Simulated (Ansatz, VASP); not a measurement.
Two plane-wave programs on MnO2

File INCAR:

```
SYSTEM = MnO2
PREC = Accurate ; ENCUT = 520
EDIFF = 1E-7 ; ISMEAR = 0
SIGMA = 0.05 ; LREAL = .False.
LASPH = .True. ; NELM = 150
ALGO = Normal ; ISIF = 2
LWAVE = .False. ; LCHARG = .False.
MAGMOM = 1.732 1.732 1.732 0 0 0 0 0 0 ; LORBIT = 11
LSORBIT = .True. ; GGA_COMPAT = .False.
LORBMOM = .True. ; LMAXMIX = 4
LDAU = .True. ; LDAUTYPE = 2
LDAUL = 2 -1 ; LDAUU = 3.9 0
LDAUJ = 0 0 ; LDAUPRINT = 1
GGA = PE ; NBANDS = 38
```

KPOINTS

```
regular mesh
0
Gamma
  5 5 3
  0 0 0
```

Contents of POSCAR:

```
MnO2
1.0
    2.9203003366      0.0000000000      0.0000000000
   -1.4601501683      2.5290542782      0.0000000000
    0.0000000000      0.0000000000      5.5070216066
Mn O
1 2
Direct
    0.0000000000      0.0000000000      0.0000000000
    0.3333333333      0.6666666667      0.1728657965
    0.6666666667      0.3333333333      0.8271342035
```

Input for Ansatz:

```yaml
crystal:
  lattice:
    - [2.9203003366, 0.0, 0.0]
    - [-1.4601501683, 2.5290542782, 0.0]
    - [0.0, 0.0, 5.5070216066]
  atoms:
    - { symbol: Mn, position: [0.0, 0.0, 0.0], spin: 3.0, spin_axis: [1.0, 1.0, 1.0] }
    - { symbol: O, position: [0.3333333333, 0.6666666667, 0.1728657965] }
    - { symbol: O, position: [0.6666666667, 0.3333333333, 0.8271342035] }
basis:
  ecutwfc: 420
  ecutrho_ratio: 4
kpoints:
  mp_grid: { grid: [5, 5, 3] }
hamiltonian:
  xc: pbe
  hubbard: { sites: [{ species: Mn, l: d, u_eff: 3.9 }] }
scf:
  occupations: { method: gaussian, width: 0.05 }
output:
  forces: true
  stress: true
  eigenvalues: true
  populations: true
  hubbard: { sites: [{ species: Mn, l: d }] }
magnetization:
  noncollinear: true
  spin_orbit: true
```

Alike in both runs: task single point; functional PBE; k mesh 5 × 5 × 3; occupations gaussian, width 0.05 eV; non-collinear spin, spin-orbit coupling; Hubbard terms Mn d U = 3.9 eV.

|  | VASP | Ansatz |
| --- | --- | --- |
| version | VASP 6.6.1 | Ansatz 0.2.0 |
| potentials or method | VASP PAW PBE potentials, release 64 (Mn_pv, O) | plane waves, PAW |
| plane-wave cutoff (eV) | 520 | 420 |
| valence electrons in the cell | 25 | 27 |

|  | VASP | Ansatz | Ansatz less VASP |
| --- | --- | --- | --- |
| gap on the k mesh at the Fermi level (eV) | 2.17 | 2.15 | -0.019 |
| least direct gap on the mesh (eV) | 2.23 | 2.22 | -0.017 |
| pressure (GPa) | 0.4 | 0.0 | -0.40 |
| largest component of the traceless stress (GPa) | 0.02 | 0.11 | +0.095 |
| rms of the force components (eV/Å) | 0.033 | 0.009 | -0.0239 |
| net moment per atom (μB) | 1.00 | 1.00 | 0.000 |

The programs project onto different local orbitals, so the same U acts differently. Atom by atom the forces differ by 0.041 eV/Å (rms over components). The two sets of potentials don't hold the same shells in valence. Ansatz warned: «stress_scf_threshold_loose».

Caveats: the k mesh is coarse (spacing up to 0.50 Å⁻¹), so the values aren't converged; a cell with one magnetic atom can't hold antiferromagnetic order, which such compounds often take. The state reached can hang on the start; a lower one may exist.
